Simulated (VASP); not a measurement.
**MgO: single point with PBEsol**

Crystal: MgO.

```xyz
2
Lattice="2.8278 0.0000 0.0000 -1.4139 2.4490 0.0000 0.0000 0.0000 2.6797" Properties=species:S:1:pos:R:3 pbc="T T T"
Mg    0.0000    0.0000    0.0000
O     0.0000    1.6327    1.3398
```

Measurements of this composition are mostly on another form, of space group No. 225.

The cell isn't the ideal one: strain -0.0375 x Voigt [1, 1, 0, 0, 0, 0], atoms carried along.

| Quantity | Value |
| --- | --- |
| Program | VASP 6.6.1 |
| Task | single point |
| Functional | PBEsol |
| Potentials or basis | VASP PAW PBE potentials, release 64 (Mg, O) |
| Cutoff | 520 eV |
| k mesh | 9 × 9 × 8 |
| Occupations | gaussian, width 0.05 eV |
| Spin | no spin polarisation |
| Dipole correction | no |
| Further INCAR settings | ALGO = Normal; EDIFF = 1e-06; NBANDS = 11 |

```yaml
Pressure: 6.5 GPa
Band_gap_on_the_k_mesh: 3.36 eV, indirect (least direct gap 3.84 eV)
```

Stress tensor (GPa, compression positive):
```
13.13  0.00  0.00
 0.00 13.13  0.00
 0.00  0.00 -6.74
```

Levels at points of the mesh, in eV from the valence-band top:
```
           k point  band 1  band 2  band 3  band 4  band 5  band 6  band 7  band 8
(0.00, 0.00, 0.00)  -17.80   -0.81   -0.47   -0.47    3.36   11.74   16.61   16.61
(0.00, 0.00, 0.50)  -16.66   -5.93    0.00    0.00    9.05    9.25   18.08   18.08
```

Wall time 6.8 s on 1 thread of Intel(R) Xeon(R) Platinum 8259CL CPU @ 2.50GHz (Skylake/Cascade Lake) (shared host), peak memory 0.14 GiB.

Caveat: the PAW data sets were made with another functional, which shifts forces and pressure a little; an odd mesh through Γ misses points on the zone boundary, where band edges often lie.
